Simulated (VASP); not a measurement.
The system is N.

```xyz
2
Lattice="2.5195 0.0000 0.0000 -1.2597 2.1819 0.0000 0.0000 0.0000 2.4460" Properties=species:S:1:pos:R:3 pbc="T T T"
N     0.0000    1.4546    1.8345
N     1.2597    0.7273    0.6115
```

The real solid is made of molecules; this cell is a model form.

Program: VASP 6.6.1. Alike in all runs: cell as given; k mesh 12 × 12 × 11.

Question: Order these runs on this cell by their pressure, lowest first.
A. level PBE; potentials or basis VASP PAW PBE potentials, release 54 (N); spin off; cutoff (eV) 520; smearing gaussian 0.05 eV; further INCAR settings ALGO = Normal; EDIFF = 1e-06
B. level RPBE+D4; potentials or basis VASP PAW PBE potentials, release 64 (N_GW); spin collinear, antiferromagnetic start; cutoff (eV) 600; smearing tetrahedron; further INCAR settings ALGO = Normal; EDIFF = 1e-06
C. level LDA; potentials or basis VASP PAW LDA potentials, release 64 (N); spin off; cutoff (eV) 520; smearing fermi-dirac 0.02 eV; further INCAR settings ALGO = Normal; EDIFF = 1e-06
D. level RPBE; potentials or basis VASP PAW PBE potentials, release 64 (N); spin off; cutoff (eV) 500; smearing gaussian 0.02 eV; further INCAR settings ALGO = Normal; EDIFF = 1.00e-07

Answer: C (-6.9 GPa), B (6.8 GPa), A (10.1 GPa), D (15.4 GPa).

Caveats: so large a pressure means that the cell lies far from this level's equilibrium, or that cutoff or potentials fall short (some runs); the potentials were made for another functional, which shifts forces and pressure (some runs); the PAW data sets were made with another functional, which shifts forces and pressure a little (some runs); pairwise dispersion overbinds metals, which lowers pressure and volume (some runs); tetrahedron occupations give inexact forces and stress in metals (some runs).
